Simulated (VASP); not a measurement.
## SiGe: band structure with r2SCAN

Crystal: SiGe.

```
Ge Si
1.0
     3.90445    0.00000    0.00000
    -1.95223    3.38135    0.00000
     0.00000    0.00000    6.45078
Ge Si
2 2
Direct
  0.33333 0.66667 0.00039
  0.66667 0.33333 0.50039
  0.33333 0.66667 0.37461
  0.66667 0.33333 0.87461
```

The cell comes from a database or a generator and needn't be the stable form of this composition.

```yaml
Program: VASP 6.6.1
Task: band structure
Functional: r2SCAN
Potentials_or_basis: VASP PAW PBE potentials, release 64 (Ge_d, Si)
Cutoff: 520 eV
k_mesh: 8 × 8 × 4
Occupations: gaussian, width 0.02 eV
Spin: no spin polarisation
Ladder: gaps
Further_INCAR_settings: ALGO = Normal; EDIFF = 1e-06
```

```json
{"Pressure": "-0.1 GPa", "Largest force": "0.020 eV/Å", "Band gap on the k mesh": "0.66 eV, indirect (least direct gap 0.78 eV)", "Band gap along the path": "0.66 eV, indirect (least direct gap 0.78 eV)"}
```

Forces in eV/Å, atoms in the order of the input:
```
Ge   0.000  0.000  0.020
Ge   0.000  0.000  0.020
Si   0.000  0.000 -0.020
Si   0.000  0.000 -0.020
```

Levels at the corners of the path, in eV from the valence-band top:
```tsv
point	band 15	band 16	band 17	band 18	band 19	band 20	band 21	band 22
Γ	-1.66	-0.32	0.00	0.00	0.78	1.92	2.24	2.24
M	-4.91	-3.32	-3.08	-1.61	0.66	2.34	3.55	3.61
M	-4.91	-3.32	-3.08	-1.61	0.66	2.34	3.55	3.61
K	-5.40	-3.76	-3.76	-3.51	1.27	5.22	5.22	5.97
K	-5.40	-3.76	-3.76	-3.51	1.27	5.22	5.22	5.97
Γ	-1.66	-0.32	0.00	0.00	0.78	1.92	2.24	2.24
Γ	-1.66	-0.32	0.00	0.00	0.78	1.92	2.24	2.24
A	-1.01	-1.01	-1.01	-1.01	1.58	1.58	3.34	3.34
A	-1.01	-1.01	-1.01	-1.01	1.58	1.58	3.34	3.34
L	-2.70	-2.70	-2.63	-2.63	0.93	0.93	2.12	2.12
L	-2.70	-2.70	-2.63	-2.63	0.93	0.93	2.12	2.12
H	-4.66	-4.66	-2.21	-2.21	1.68	1.68	4.11	4.11
H	-4.66	-4.66	-2.21	-2.21	1.68	1.68	4.11	4.11
A	-1.01	-1.01	-1.01	-1.01	1.58	1.58	3.34	3.34
L	-2.70	-2.70	-2.63	-2.63	0.93	0.93	2.12	2.12
M	-4.91	-3.32	-3.08	-1.61	0.66	2.34	3.55	3.61
K	-5.40	-3.76	-3.76	-3.51	1.27	5.22	5.22	5.97
H	-4.66	-4.66	-2.21	-2.21	1.68	1.68	4.11	4.11
```

It took 6.2 min on 1 thread of AMD EPYC 9R45 96-Core Processor (Zen 5) (shared host), peak memory 0.22 GiB.

Caveat: the PAW data sets were made with another functional, which shifts forces and pressure a little. r2SCAN opens gaps a little over a GGA but as a rule still falls short of measured ones.
